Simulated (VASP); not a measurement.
# Li (P6_3/mmc) in VASP: notebook

One crystal, Li, is run at these levels: LDA; tasks: single point.

Program: VASP 6.6.1. These are calculated values, not measurements. Logs are shortened: lines on timing, memory, paths and dates and some standing lists are left out, and cuts for length are marked.

## 1. The structure

Symmetry: P6_3/mmc, No. 194, hexagonal system. Conventional cell: a = 2.997 Å, b = 2.997 Å, c = 9.760 Å, α = 90.00°, β = 90.00°, γ = 120.00°. Li (site symmetry -3m) is surrounded by 12 Li at 2.99 to 3.00 Å. Li (site symmetry -6m2) is surrounded by 12 Li at 2.99 to 3.00 Å.

This isn't the form of Li at room conditions, which is bcc.

## 2. Single point, LDA

INCAR reads:

```
SYSTEM = Li
PREC = Accurate
ENCUT = 520
EDIFF = 1E-6
ISMEAR = -1
SIGMA = 0.1
LREAL = .FALSE.
LASPH = .TRUE.
NELM = 100
ALGO = Normal
ISIF = 2
LWAVE = .FALSE.
LCHARG = .TRUE.
LELF = .TRUE.
LVHAR = .TRUE.
NBANDS = 14
```

KPOINTS reads:

```
regular mesh
0
G
  16 16 5
  0 0 0
```

POSCAR reads:

```
Li
1.0
    2.9970963124      0.0000000000      0.0000000000
   -1.4985481562      2.5955615441      0.0000000000
    0.0000000000      0.0000000000      9.7603456713
Li
4
Direct
    1.0000000000      1.0000000000      0.0000000000
    1.0000000000      1.0000000000      0.5000000000
    0.3333333333      0.6666666667      0.2500000000
    0.6666666667      0.3333333333      0.7500000000
```

Potentials or basis: VASP PAW LDA potentials, release 64 (Li_sv).

On the command line:

```sh
> cat potpaw_LDA.64/Li_sv/POTCAR > POTCAR
> mpirun -np 1 vasp_std > vasp.out
```

OUTCAR:

```text
SYSTEM = Li
   PREC = Accurate
   ENCUT = 520
   EDIFF = 1E-6
   ISMEAR = -1
   LREAL = .FALSE.
   LASPH = .TRUE.
   NELM = 100
   ISIF = 2

 ion  position               nearest neighbor table
   1  0.000  0.000  0.000-
   2  0.000  0.000  0.500-
   3  0.333  0.667  0.250-
   4  0.667  0.333  0.750-

  LATTYP: Found a hexagonal cell.
 ALAT       =     2.9970963124
 C/A-ratio  =     3.2566006074

  Lattice vectors:

 A1 = (   2.9970963124,   0.0000000000,   0.0000000000)
 A2 = (  -1.4985481562,   2.5955615441,   0.0000000000)
 A3 = (   0.0000000000,   0.0000000000,   9.7603456713)

Analysis of symmetry for initial positions (statically):
=====================================================================
 Subroutine PRICEL returns:
 Original cell was already a primitive cell.

 Routine SETGRP: Setting up the symmetry group for a
 hexagonal supercell.

 Subroutine GETGRP returns: Found 24 space group operations
 (whereof 12 operations were pure point group operations)
 out of a pool of 24 trial point group operations.

The static configuration has the point symmetry D_3d.
 The point group associated with its full space group is D_6h.

Analysis of symmetry for dynamics (positions and initial velocities):
=====================================================================
 Subroutine PRICEL returns:
 Original cell was already a primitive cell.

 Routine SETGRP: Setting up the symmetry group for a
 hexagonal supercell.

 Subroutine GETGRP returns: Found 24 space group operations
 (whereof 12 operations were pure point group operations)
 out of a pool of 24 trial point group operations.

The dynamic configuration has the point symmetry D_3d.
 The point group associated with its full space group is D_6h.

 Subroutine INISYM returns: Found 24 space group operations
 (whereof 12 operations are pure point group operations),
 and found     1 'primitive' translations

----------------------------------------------------------------------------------------

                                     Primitive cell

  volume of cell :      75.9272

  direct lattice vectors                    reciprocal lattice vectors
     2.997096312  0.000000000  0.000000000     0.333656278  0.192636542  0.000000000
    -1.498548156  2.595561544  0.000000000     0.000000000  0.385273084  0.000000000
     0.000000000  0.000000000  9.760345671     0.000000000  0.000000000  0.102455388

  length of vectors
     2.997096312  2.997096312  9.760345671     0.385273084  0.385273084  0.102455388

  position of ions in fractional coordinates (direct lattice)
     0.000000000  0.000000000  0.000000000
     0.000000000  0.000000000  0.500000000
     0.333333333  0.666666667  0.250000000
     0.666666667  0.333333333  0.750000000

  ion indices of the primitive-cell ions
   primitive index   ion index
                 1           1
                 2           2
                 3           3
                 4           4

----------------------------------------------------------------------------------------

 KPOINTS: regular mesh

Automatic generation of k-mesh.
 Grid dimensions read from file:
 generate k-points for:   16   16    5

 Generating k-lattice:

  Cartesian coordinates                     Fractional coordinates (reciprocal lattice)
     0.020853517  0.012039784  0.000000000     0.062500000 -0.000000000  0.000000000
     0.000000000  0.024079568  0.000000000     0.000000000  0.062500000  0.000000000
     0.000000000  0.000000000  0.020491078     0.000000000  0.000000000  0.200000000

  Length of vectors
     0.024079568  0.024079568  0.020491078

  Shift w.r.t. Gamma in fractional coordinates (k-lattice)
     0.000000000  0.000000000  0.000000000

 Subroutine IBZKPT returns following result:
 ===========================================

 Found     90 irreducible k-points:

 Following reciprocal coordinates:
            Coordinates               Weight
  0.000000  0.000000  0.000000      1.000000
  0.062500 -0.000000  0.000000      6.000000
  0.125000 -0.000000  0.000000      6.000000
  0.187500  0.000000  0.000000      6.000000
  0.250000 -0.000000  0.000000      6.000000
  0.312500 -0.000000  0.000000      6.000000
[... 16 lines left out ...]
  0.187500  0.187500  0.000000      6.000000
  0.250000  0.187500  0.000000     12.000000
 [... further k-points ...]
   k-points           NKPTS =     90   k-points in BZ     NKDIM =     90   number of bands    NBANDS=     14
   number of dos      NEDOS =    301   number of ions     NIONS =      4
   total plane-waves  NPLWV =  46080
   dimension x,y,z NGX =    24 NGY =   24 NGZ =   80
   dimension x,y,z NGXF=    48 NGYF=   48 NGZF=  160
   ions per type =               4
   NGX,Y,Z   is equivalent  to a cutoff of  13.31, 13.31, 13.63 a.u.
   NGXF,Y,Z  is equivalent  to a cutoff of  26.63, 26.63, 27.25 a.u.
 SYSTEM =  Li
   PREC   = accura    normal or accurate (medium, high low for compatibility)
   ISTART =      0    job   : 0-new  1-cont  2-samecut
   ICHARG =      2    charge: 1-file 2-atom 10-const
   ISPIN  =      1    spin polarized calculation?
   LNONCOLLINEAR =      F non collinear calculations
   LSORBIT =      F    spin-orbit coupling
   LASPH  =      T    aspherical Exc in radial PAW
   ENCUT  =  520.0 eV  38.22 Ry    6.18 a.u.   5.57  5.57 18.15*2*pi/ulx,y,z
   NELM   =    100;   NELMIN=  2; NELMDL= -5     # of ELM steps
   EDIFF  = 0.1E-05   stopping-criterion for ELM
   LREAL  =      F    real-space projection
   EDIFFG = 0.1E-04   stopping-criterion for IOM
   NSW    =      0    number of steps for IOM
   IBRION =     -1    ionic relax: 0-MD 1-quasi-New 2-CG
   NFREE  =      0    steps in history (QN), initial steepest desc. (CG)
   ISIF   =      2    stress and relaxation
   ISYM   =      2    0-nonsym 1-usesym 2-fastsym
   POTIM  = 0.5000    time-step for ionic-motion
   TEBEG  =    0.0;   TEEND  =   0.0 temperature during run
   PSTRESS=    0.0 pullay stress
   NELECT =      12.0000    total number of electrons
   NUPDOWN=      -1.0000    fix difference up-down
   EMIN   =  10.00;   EMAX   =-10.00  energy-range for DOS
   EFERMI =   0.00;   METHOD = LEGACY
   ISMEAR =    -1;   SIGMA  =   0.10  broadening in eV -4-tet -1-fermi 0-gaus
   EFERMI_NEDOS =   21; number of points for ismear=-14 and -15
   IALGO  =     38    algorithm
   IMIX   =      4    mixing-type and parameters
     AMIX     =   0.40;   BMIX     =  1.00
     AMIX_MAG =   1.60;   BMIX_MAG =  1.00
  volume/ion in A,a.u.               =      18.98       128.10
  Fermi-wavevector in a.u.,A,eV,Ry     =   0.885121  1.672637 10.659347  0.783440
  Thomas-Fermi vector in A             =   2.006113
   LORBIT       =      0    0 simple, 1 ext, 2 COOP (PROOUT), +10 PAW based schemes
   GGA     = CA    functional components
   LHFCALC =     F    Hartree Fock is set to
   AEXX    =    0.0000 exact exchange contribution
   IVDW    =     0    specifies the selected vdW correction
   LEPSILON=     F    determine dielectric tensor
   LRPA    =     F    only Hartree local field effects (RPA)
 non-spin polarized calculation
  energy-cutoff  :      520.00
  volume of cell :       75.93
 maximum number of plane-waves:      2082
 NGX is ok and might be reduce to    24
   NGX = 11   NGY = 11   NGZ = 37

 number of electron      12.0000002 magnetization

 Free energy of the ion-electron system (eV)
  ---------------------------------------------------
  ext. energy  EPLUGINS =         0.00000000
  ---------------------------------------------------
  free energy    TOTEN  =        -8.22014239 eV

  energy without entropy =       -8.15893105  energy(sigma->0) =       -8.18953672

 E-fermi :   0.7851     XC(G=0):  -7.3117

 val. band max:        0.7740864529   @ k =   0.2500   0.0625   0.4000
 cond. band min:       0.8089742995   @ k =   0.4375   0.0000   0.2000
 fundamental gap:      0.0348878466
 Fermi energy:         0.7850938077

 k-point     1 :       0.0000    0.0000    0.0000
  band No.  band energies     occupation
      1     -44.7326      2.00000
      2     -44.7200      2.00000
      3     -44.7186      2.00000
      4     -44.7060      2.00000
      5      -2.7836      2.00000
      6      -1.6616      2.00000
      7      -1.6612      2.00000
      8       0.7501      1.17332
      9       4.0016      0.00000
     10       9.1442      0.00000
     11       9.1494      0.00000
     12      13.6571      0.00000
     13      13.6571      0.00000
     14      14.2705      0.00000

 k-point     2 :       0.0625   -0.0000    0.0000
  band No.  band energies     occupation
      1     -44.7317      2.00000
      2     -44.7194      2.00000
      3     -44.7179      2.00000
      4     -44.7057      2.00000
      5      -2.7214      2.00000
      6      -1.5970      2.00000
      7      -1.5965      2.00000
      8       0.8354      0.75366
      9       4.0188      0.00000
     10       9.1672      0.00000
     11       9.1766      0.00000
     12      12.9416      0.00000
     13      13.1103      0.00000
     14      14.0107      0.00000

 k-point     3 :       0.1250   -0.0000    0.0000
  band No.  band energies     occupation
      1     -44.7291      2.00000
      2     -44.7175      2.00000
      3     -44.7160      2.00000
      4     -44.7045      2.00000
      5      -2.5347      2.00000
      6      -1.4036      2.00000
      7      -1.4029      2.00000
      8       1.0911      0.08955
      9       4.0676      0.00000
     10       9.1966      0.00000
     11       9.2382      0.00000
     12      11.5905      0.00000
     13      12.2510      0.00000
     14      12.6834      0.00000
[... 324 lines left out ...]
 k-point    23 :       0.1875    0.1875    0.0000
  band No.  band energies     occupation
      1     -44.7144      2.00000
      2     -44.7074      2.00000
      3     -44.7060      2.00000
      4     -44.6990      2.00000
      5      -1.0927      2.00000
      6       0.0515      1.99870
      7       0.0557      1.99864
      8       3.0342      0.00000
      9       4.2744      0.00000
     10       6.7961      0.00000
     11       7.6997      0.00000
     12       7.8757      0.00000
     13       8.2729      0.00000
     14       8.8865      0.00000

 k-point    24 :       0.2500    0.1875    0.0000
  band No.  band energies     occupation
      1     -44.7102      2.00000
      2     -44.7049      2.00000
      3     -44.7034      2.00000
      4     -44.6981      2.00000
      5      -0.4635      1.99999
      6       0.6575      1.56358
      7       0.6674      1.52893
      8       3.8552      0.00000
      9       4.1353      0.00000
     10       5.8272      0.00000
     11       6.5573      0.00000
     12       6.6064      0.00000
     13       7.4429      0.00000
     14       8.6314      0.00000

 [... further k-points ...]

------------------------ aborting loop because EDIFF is reached ----------------------------------------

  FORCE on cell =-STRESS in cart. coord.  units (eV):
  Direction    XX          YY          ZZ          XY          YZ          ZX
  --------------------------------------------------------------------------------------
  -------------------------------------------------------------------------------------
  Total       -0.0684254     -0.0684254     -0.0092799      0.0000000      0.0000000      0.0000000
  in kB       -1.4438789     -1.4438789     -0.1958203      0.0000000      0.0000000      0.0000000
  external PRESSURE =      -1.0278593 kB  Pullay stress =       0.0000000 kB

 VOLUME and BASIS-vectors are now :
 -----------------------------------------------------------------------------
  energy-cutoff  :      520.00
  volume of cell :       75.93
      direct lattice vectors                 reciprocal lattice vectors
     2.997096312  0.000000000  0.000000000     0.333656278  0.192636542  0.000000000
    -1.498548156  2.595561544  0.000000000     0.000000000  0.385273084  0.000000000
     0.000000000  0.000000000  9.760345671     0.000000000  0.000000000  0.102455388

 POSITION                                       TOTAL-FORCE (eV/Angst)
 -----------------------------------------------------------------------------------
      0.00000      0.00000      0.00000        -0.000000      0.000000     -0.000000
      0.00000      0.00000      4.88017        -0.000000      0.000000     -0.000000
     -0.00000      1.73037      2.44009        -0.000000      0.000000      0.000000
      1.49855      0.86519      7.32026         0.000000     -0.000000      0.000000
 -----------------------------------------------------------------------------------
    total drift:                               -0.000000      0.000000     -0.000000

  FREE ENERGIE OF THE ION-ELECTRON SYSTEM (eV)
  ---------------------------------------------------
  free  energy   TOTEN  =        -8.2201423862 eV

  energy  without entropy=       -8.1589310493  energy(sigma->0) =       -8.18953672
```

Wall time 27 s (1 thread of Intel Xeon 6975P-C (Granite Rapids), shared host); peak memory 0.19 GiB.

What came out:

- Free energy: -8.2201 eV
- Band gap on the k mesh: none (metal or under the smearing width)

Caveat: the cutoff is under 1.25 times the usual one of these potentials, so pressure, stress and relaxed cells hold a basis-set (Pulay) error.

## 3. Single point, LDA

This run uses another cell than the first one, of 20.50 Å³/atom, 1.080 times its volume.

INCAR reads:

```
ALGO = Normal
EDIFF = 1E-6
ENCUT = 520
ISIF = 2
ISMEAR = -1
LASPH = T
LCHARG = F
LREAL = F
LWAVE = F
NBANDS = 14
NELM = 100
PREC = Accurate
SIGMA = 0.1
```

KPOINTS reads:

```
k-points
0
Gamma
  14 14 4
```

POSCAR reads:

```
Li
1.0
    3.0749775624      0.0000000000      0.0000000000
   -1.5374887812      2.6630086851      0.0000000000
    0.0000000000      0.0000000000     10.0139737975
Li
4
Direct
    1.0000000000      1.0000000000      0.0000000000
    1.0000000000      1.0000000000      0.5000000000
    0.3333333333      0.6666666667      0.2500000000
    0.6666666667      0.3333333333      0.7500000000
```

Potentials or basis: VASP PAW LDA potentials, release 64 (Li_sv).

On the command line:

```sh
> cat potpaw_LDA.64/Li_sv/POTCAR > POTCAR
> mpirun -np 1 vasp_std > vasp.out
```

Wall time 22 s (1 thread of Intel Xeon 6975P-C (Granite Rapids), shared host); peak memory 0.18 GiB.

The run converged. Its results:

```yaml
Free_energy: -8.2010 eV
Band_gap_on_the_k_mesh: none (metal or under the smearing width)
```

Levels at points of the mesh, in eV from the Fermi level:
| k point | band 3 | band 4 | band 5 | band 6 | band 7 | band 8 | band 9 | band 10 |
| --- | --- | --- | --- | --- | --- | --- | --- | --- |
| (0.00, 0.00, 0.00) | -45.63 | -45.62 | -3.47 | -2.38 | -2.37 | 0.01 | 2.96 | 7.92 |
| (0.50, 0.00, 0.00) | -45.62 | -45.61 | -0.05 | 0.50 | 0.68 | 1.25 | 3.35 | 3.39 |
| (0.00, 0.00, 0.50) | -45.62 | -45.62 | -3.20 | -3.20 | -1.07 | -1.07 | 4.69 | 4.69 |
| (0.50, 0.00, 0.50) | -45.62 | -45.62 | 0.13 | 0.13 | 1.04 | 1.04 | 3.64 | 3.64 |

Caveat: the cutoff is under 1.25 times the usual one of these potentials, so pressure, stress and relaxed cells hold a basis-set (Pulay) error.

## 4. Single point, LDA

This run uses another cell than the first one, of 16.70 Å³/atom, 0.880 times its volume.

INCAR reads:

```
PREC = Accurate
ENCUT = 520
EDIFF = 1E-6
ISMEAR = -1
SIGMA = 0.1
LREAL = F
LASPH = T
NELM = 100
ALGO = Fast
ISIF = 2
LWAVE = F
LCHARG = F
NBANDS = 14
```

KPOINTS reads:

```
regular mesh
0
Gamma
  14 14 4
```

POSCAR reads:

```
Li
1.0
    2.8720693569      0.0000000000      0.0000000000
   -1.4360346785      2.4872850245      0.0000000000
    0.0000000000      0.0000000000      9.3531828122
Li
4
Direct
    1.0000000000      1.0000000000      0.0000000000
    1.0000000000      1.0000000000      0.5000000000
    0.3333333333      0.6666666667      0.2500000000
    0.6666666667      0.3333333333      0.7500000000
```

On the command line:

```sh
> cat potpaw_LDA.64/Li_sv/POTCAR > POTCAR
> mpirun -np 1 vasp_std > vasp.out
```

Wall time 27 s (1 thread of Intel Xeon 6975P-C (Granite Rapids), shared host); peak memory 0.17 GiB.

It converged, with:

| Property | Result |
| --- | --- |
| Free energy | -8.1578 eV |
| Band gap on the k mesh | none (metal or under the smearing width) |

Levels at points of the mesh, in eV from the Fermi level:
| k point | band 3 | band 4 | band 5 | band 6 | band 7 | band 8 | band 9 | band 10 |
| --- | --- | --- | --- | --- | --- | --- | --- | --- |
| (0.00, 0.00, 0.00) | -45.29 | -45.27 | -3.70 | -2.54 | -2.54 | -0.09 | 3.71 | 9.16 |
| (0.50, 0.00, 0.00) | -45.26 | -45.25 | -0.12 | 0.57 | 0.69 | 1.44 | 4.09 | 4.10 |
| (0.00, 0.00, 0.50) | -45.27 | -45.27 | -3.41 | -3.41 | -1.16 | -1.16 | 5.55 | 5.55 |
| (0.50, 0.00, 0.50) | -45.25 | -45.25 | 0.08 | 0.08 | 1.21 | 1.21 | 4.34 | 4.34 |

Caveat: the cutoff is under 1.25 times the usual one of these potentials, so pressure, stress and relaxed cells hold a basis-set (Pulay) error.

(Part 1 of 2 ends here.)
